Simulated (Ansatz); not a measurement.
The system is Ta2N.

```
CELL_PARAMETERS angstrom
3.11286 0.00000 0.00000
-1.55643 2.69582 0.00000
0.00000 0.00000 4.86984
ATOMIC_POSITIONS crystal
Ta 0.33333 0.66667 0.25471
Ta 0.66667 0.33333 0.74529
N 0.00000 0.00000 0.00000
```

The cell comes from a database or a generator and needn't be the stable form of this composition.

Base run:

* Program: Ansatz 0.2.0
* Functional: r2SCAN
* Potentials or basis: Ansatz PAW
* Cutoff: 500 eV (not typed: the program's choice for these potentials)
* k mesh: 10 × 10 × 6
* Occupations: fermi-dirac, width 0.05 eV
* Spin: no spin polarisation
* Hubbard terms: Ta d U = 5 eV

Its results: band gap on the k mesh none (metal or under the smearing width); pressure -1.6 GPa; largest force 0.278 eV/Å.

Task: The run is repeated on the same cell with these changes: hubbard terms from Ta d U = 5 eV to none; hubbard projectors from ortho-atomic (the default) to none. What comes out?

Result: Band gap on the k mesh none (metal or under the smearing width); pressure -5.3 GPa; largest force 0.102 eV/Å.

Caveats: spin-orbit coupling is left out, which moves the levels of the heavy elements; the PAW data sets come from PBE, with cores solved anew for the run's functional, which leaves a small shift of forces and pressure; U without spin polarisation on a metal has little footing (some runs).
